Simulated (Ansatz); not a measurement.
Run record: phonons of LiH (Fm-3m)

Method: PBEsol, all-electron LAPW in Ansatz 0.2.0, scalar-relativistic.

Cell and atoms were relaxed beforehand by PAW with this functional.

Command line:

```sh
ansatz run input.yaml --threads 1 --pin off --max-ram 3072MiB --backend cpu --events-out ev --progress --plain --runs-dir out
```

Input:

```yaml
crystal:
  lattice:
    - [0.0, 1.99037248985, 1.99037248985]
    - [1.99037248985, 0.0, 1.99037248985]
    - [1.99037248985, 1.99037248985, 0.0]
  atoms:
    - { symbol: Li, position: [0.0, 0.0, 0.0] }
    - { symbol: H, position: [0.5, 0.5, 0.5] }
kpoints:
  mp_grid: { grid: [8, 8, 8] }
scf:
  occupations: { method: fixed }
hamiltonian:
  xc: pbesol
  pseudopotentials: { kind: all_electron, lapw: { basis_error: 0.001 } }
phonons:
  qmesh: [2, 2, 2]
  qpath:
    path:
      - [0.0, 0.0, 0.0]
      - [0.5, 0.0, 0.5]
      - [0.625, 0.25, 0.625]
      - [0.375, 0.375, 0.75]
      - [0.0, 0.0, 0.0]
      - [0.5, 0.5, 0.5]
      - [0.5, 0.25, 0.75]
      - [0.5, 0.0, 0.5]
    npoints: 6
  temperatures: { t_min: 0, t_max: 1000, t_step: 100 }
```

The program printed:

```
Warning: RAYON_NUM_THREADS=1 ignored (pool sized by the plan → 1); use --threads N
LAPW: plane waves up to 7.115 Å⁻¹, error target 1.0e-3 eV per atom; small_component_spin mean_spin; H in spheres of 0.881 Å, 1 of its electrons in bands, Dirac shells []; Li in spheres of 1.050 Å, 3 of its electrons in bands, ...
Engine: ansatz 0.2.0, x86_64-unknown-linux-gnu
Pseudopotentials: kind: all_electron
Pseudopotential: Li, LAPW, valence charge 3, lapw/all_electron/scalar/gaussian/Li, Koelling and Harmon's equation, gaussian nucleus
Pseudopotential: H, LAPW, valence charge 1, lapw/all_electron/scalar/gaussian/H, Koelling and Harmon's equation, gaussian nucleus
Functional definition: PBEsol
  exchange = pbesol_x
  correlation = pbesol_c
davidson cushion auto → on  (no smearing: the cushion is to keep the highest requested band from converging to the state above it; pin scf.eigensolver.cushion to override)
Crystal: 4 atoms, lattice volume = 31.540 Å³
Basis set: ecut = 192.86897112222638 eV, 205 PW (Γ), FFT grids on a1, a2, −a1+a2+a3, exchange–correlation at level 2
Bands: 8, of which v1, the nominal top of the filled ones, is band 4 counted from 1 (3 counted from 0)
Symmetry: 32 space group operations
k-points: 39 of 256
Non-local potential: Li, projectors of the file, none
Non-local potential: H, projectors of the file, none
Initial density: superposition of atomic densities (chi_scale 0.1, normalization cell, long waves kept (reshape's long-wave potential 0.00 eV rms))
Initial wavefunctions: plane waves of lowest kinetic energy (no species holds an atomic orbital)
Functional: x = pbesol(κ = 0.804, μ = 0.12345679012345678), c = pbesol(β = 0.046)
iter 1 solved again at ethr=9.03e-3 eV; its pass at ethr=1.00e-1 eV (dr2=7.23e-1 eV) is discarded
SCF iter   1: F=—  HF=-439.472279 eV  |F-HF|=—  |Δ(HF+E_count)|=         —  Δρ=4.76e-2  dr2=7.22e-1  ethr=9.03e-3  ⟨swp⟩=2.0  Hψ=2443  notcnv=0
[... 58 lines left out ...]
SCF 6 converged in 5 iterations: F = -439.013090 eV  dr2 = 1.08e-12
SCF converged after 6 iterations
Free energy (F): -439.013194 eV
Harris-Foulkes:  -439.013194 eV  (|F-HF|=6.69e-10)
Internal energy: -439.013194 eV  (E = F + TS)
E sigma→0 (E₀):  -439.013194 eV
Fermi energy:    0.762551 eV
--- Per-component energies (eV) ---
  E_band       = -178.396216
  E_kinetic    = 433.749919
  E_xc         = -118.428048
  E_electrostatic = -754.335066  (all electrons and nuclei)
  E_smearing   = -0.000000  (= −TS)
  E_closure    = 0.000000  (closes the sum)
  Σ components = -439.013194   (vs F -439.013194, Δ=0.00e0)
  Basis errors (estimates in eV, not in F): energy 3.0e-4 per atom: plane waves 2.8e-4 (1.6e-4 summed), levels above the bands 0.0e0, relativity 5.4e-10, radial functions 1.1e-5, core shells 0.0e0; eigenvalues (radial functions ...
--- Forces (eV/Å), atoms counted from 1 ---
  atom   1  Li     0.00000000     0.00000000    -0.00000000
  atom   2  H      0.00000000    -0.00000000    -0.00000000
  atom   3  Li     0.00000000     0.00000000    -0.00000000
  atom   4  H      0.00000000    -0.00000000     0.00000000
  max |Σ_I F_I| component: 3.94e-31 eV/Å
--- Phonons: 4 displaced members + 2 references (amplitude of the first 0.01 Å, Σ member SCF iterations 18) ---
  ASR residual: 1.065e-3 → 0.000e0 eV/Å²; symmetrization residual: 6.510e-4 eV/Å²
  largest component of a force at the reference: 3.0e-31 eV/Å
  ASR residual per site (eV/Å²): 1.07e-3 5.32e-4
  Γ frequencies (cm⁻¹): 0.00 0.00 0.00 619.05 619.05 619.05
--- Phonons (by wavevector): 3 wavevectors in 2 supercells ---
  supercell 1 (2 cells, vectors [1, 0, 0], [0, 1, -1], [0, 0, 2] in multiples of the cell's): 2 displaced members by 0.01 Å; free energy -439.013194 eV; taken off its force constants: by the sum rule 1.1e-3, by the symmetrisation ...
  symmetry images taken by strict's conditions (phonons.symmetry_images: auto; settled by no image being taken that strict refuses)
  supercell 2 (2 cells, vectors [1, 0, 0], [0, 1, 0], [0, 0, 2] in multiples of the cell's): 2 displaced members by 0.01 Å; free energy -439.013194 eV; taken off its force constants: by the sum rule 5.3e-4, by the symmetrisation ...
  symmetry images taken by strict's conditions (phonons.symmetry_images: auto; settled by no image being taken that strict refuses)
  q = [0.0000, 0.0000, 0.0000] (star 1, supercell 1; hermiticity 8.90e-51, symmetrization 9.24e-5): -0.00 -0.00 0.00 619.05 619.05 619.05
  q = [0.0000, 0.0000, -0.5000] (star 4, supercell 2; hermiticity 1.23e-16, symmetrization 1.07e-15): 285.30 285.30 525.89 796.22 796.22 1052.31
  q = [0.0000, -0.5000, -0.5000] (star 3, supercell 1; hermiticity 1.44e-16, symmetrization 2.96e-16): 323.32 323.32 430.34 831.25 831.25 1022.41
  joined force constants: q→R imaginary residual 1.06e-17
  density of states and harmonic sums: on the 28×28×28 q-mesh, interpolated from the force constants of a 2×2×2 supercell (no non-analytic term)
  largest difference from the sums on the solved wave vectors: F 3.46e-2 eV, S 6.70e-5 and C_V 3.22e-5 eV/K
```

The calculation finished and met its thresholds.

Harmonic thermodynamics:

Harmonic phonons of a crystal by Kohn-Sham DFT at the given cell, standard atomic masses, acoustic sum rule imposed; negative wavenumbers are unstable modes; sums over wave vectors interpolated from the q mesh.

| Quantity | Value |
| --- | --- |
| Zero point energy | 111.7 meV/atom |

| temperature (K) | phonon heat capacity (k_B/atom) | phonon entropy (k_B/atom) | phonon free energy (meV/atom) |
| --- | --- | --- | --- |
| 100 | 0.322 | 0.1047 | 111.5 |
| 200 | 1.058 | 0.5612 | 108.7 |
| 300 | 1.634 | 1.105 | 101.6 |
| 400 | 2.037 | 1.634 | 89.74 |
| 500 | 2.303 | 2.119 | 73.53 |
| 600 | 2.48 | 2.556 | 53.35 |
| 700 | 2.6 | 2.948 | 29.61 |
| 800 | 2.684 | 3.301 | 2.66 |
| 900 | 2.745 | 3.62 | -27.18 |
| 1000 | 2.79 | 3.912 | -59.65 |

Zone-centre phonons:

Optical zone-centre levels upwards with Mulliken labels, activity, and the element with most of the kinetic energy.

```json
{
  "Point group": "m-3m"
}
```

```
number  phonon wavenumber (cm⁻¹)  label  infrared  raman  lead element
     1                       619    T1u       yes     no             H
```

**Phonons on the q mesh**

One row a degenerate set, branches counted upwards.

| Item | Value |
| --- | --- |
| Unstable phonons | no |

```
point  q a (r.l.u.)  q b (r.l.u.)  q c (r.l.u.)  branch  phonon wavenumber (cm⁻¹)  degeneracy
Gamma             0             0             0       4                       619           3
    L           0.5             0             0       1                     285.3           2
    L           0.5             0             0       3                     525.9           1
    L           0.5             0             0       4                     796.2           2
    L           0.5             0             0       6                      1052           1
    X           0.5           0.5             0       1                     323.3           2
    X           0.5           0.5             0       3                     430.3           1
    X           0.5           0.5             0       4                     831.2           2
    X           0.5           0.5             0       6                      1022           1
```

Known limits: no LO-TO term in the interpolation; coarse q mesh; no LO-TO term at the zone centre.

Time and hardware: 28 s on 1 thread of Intel(R) Xeon(R) Platinum 8259CL CPU @ 2.50GHz (Skylake/Cascade Lake) (shared host), peak memory 0.31 GiB.
